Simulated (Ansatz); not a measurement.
CdS, space group P6_3mc, a comparison of norm-conserving and PAW potentials

Computed with Ansatz's Python interface.

Typed at the interpreter:
```pycon
>>> import ansatz as az
>>> import numpy as np
>>> import pandas as pd
>>> params = {
...     "kmesh": (6, 6, 4),
...     "smearing": "fixed",
... }
>>> def count_gap(report):
...     # lowest empty less highest filled band, counting bands; zero where they overlap
...     return max(report.get("gap_by_band_count_ev") or 0.0, 0.0)
...
>>> lattice = az.Lattice.of(
...     [4.15, 0.0, 0.0],
...     [-2.075, 3.59401, 0.0],
...     [0.0, 0.0, 6.737],
... )
>>> sites = [
...     ("Cd", [1 / 3, 2 / 3, 0.0]),
...     ("Cd", [2 / 3, 1 / 3, 0.5]),
...     ("S", [1 / 3, 2 / 3, 0.375]),
...     ("S", [2 / 3, 1 / 3, 0.875]),
... ]
>>> cell = az.Crystal(lattice=lattice)
>>> for symbol, position in sites:
...     cell = cell.atom(symbol, position)
...
>>> len(cell.resolved().sites)
4
>>> model = cell.calculation()
>>> model = model.functional(az.Functional.PBE).kpoints(*params["kmesh"])
>>> model = model.occupations(params["smearing"]).stress()
>>> model = model.forces().band_table()
>>> variants = {
...     "PAW": model.pseudopotentials("paw"),
...     "norm-conserving": model.pseudopotentials("nc"),
... }
>>> # totals differ by the cores that each treatment holds, so compare what does not depend on them
>>> rows = []
>>> for label, variant in variants.items():
...     r = variant.run().report
...     levels = np.array(r["eigenvalues_ev"][0]) - r["fermi_energy_ev"]
...     print(label, "levels at the first k-point near E_F:", np.round(levels[np.abs(levels) < 5], 3))
...     rows.append((label, r["n_electrons"], np.trace(r["stress_gpa"]) / 3, float(np.abs(r["forces_ev_ang"]).max()), count_gap(r)))
...
DeckWarning: basis.ecutwfc = 420 eV, auto-derived from the records' recommended cutoffs: set by Cd (normal level)
PAW levels at the first k-point near E_F: [-4.327 -0.755 -0.755 -0.043 -0.     0.     1.196  2.791]
DeckWarning: basis.ecutwfc = 1071 eV, auto-derived from the records' recommended cutoffs: set by Cd (normal level)
norm-conserving levels at the first k-point near E_F: [-4.324 -0.754 -0.754 -0.043 -0.     0.     1.196  2.793]
>>> print(pd.DataFrame(rows, columns=["treatment", "electrons in bands", "P GPa", "max force component eV/A", "gap by band count eV"]).round(4).to_string(index=False))
      treatment  electrons in bands  P GPa  max force component eV/A  gap by band count eV
            PAW                52.0 2.0751                    0.0672                1.1956
norm-conserving                52.0 2.0874                    0.0674                1.1957
```

PAW gives 2.075 GPa and norm-conserving 2.087 GPa, 0.012 GPa apart. They took 4.1 and 15.2 s of processor time.

Semilocal gaps usually lie well under measured ones. With fixed filling the reported Fermi level is the top filled level among the k-points of the SCF. The structure is a deposited one; some such entries were measured under pressure or heat, so a shift against it needn't be the functional's error alone. Gaps and levels are Kohn-Sham values on a finite set of k-points, without spin-orbit coupling. Warnings are shown shortened and without file and line. Stress is positive in compression. The whole script took 20 s on 1 thread of Arm Neoverse V2 (shared host), peak memory 0.59 GiB.
